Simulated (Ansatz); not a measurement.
Cu (Fm-3m), clamped-ion strain scan

Theory: Ansatz, DFT PBE, scalar-relativistic, plane waves, PAW. Settings: plane waves to 420 eV, k-mesh 22×22×22 (Γ-centred), Gaussian smearing 0.15 eV. No spin polarisation. Energies are free energies at this smearing, counted from the undisturbed cell; pressure is positive in compression.

The undisturbed cell (as given, not relaxed at this level; it stands at 1.8 GPa):

```yaml
crystal:
  lattice:
    - [0.00000, 1.80750, 1.80750]
    - [1.80750, 0.00000, 1.80750]
    - [1.80750, 1.80750, 0.00000]
  atoms:
    - { symbol: Cu, position: [0.00000, 0.00000, 0.00000] }
```

The cell is strained by ε times the Voigt pattern (1, -1, 0, 0, 0, 0) (xx, yy, zz, yz, xz, xy; engineering shear) with fractional coordinates fixed. The cell is metallic on the mesh throughout.

```csv
ε,ΔE (meV/atom)
-0.1500,99.7
-0.0750,25.4
0.0000,0.0
0.0187,1.6
0.0375,6.4
0.0562,14.5
0.0937,38.8
0.1125,55.3
0.1312,75.5
```

(1) Predict the pressure (GPa) at each point.

Answers

(1)
```tsv
ε	pressure (GPa)
-0.1500	8.2
-0.0750	3.2
0.0000	1.8
0.0187	1.9
0.0375	2.1
0.0562	2.6
0.0937	4.1
0.1125	5.2
0.1312	6.5
```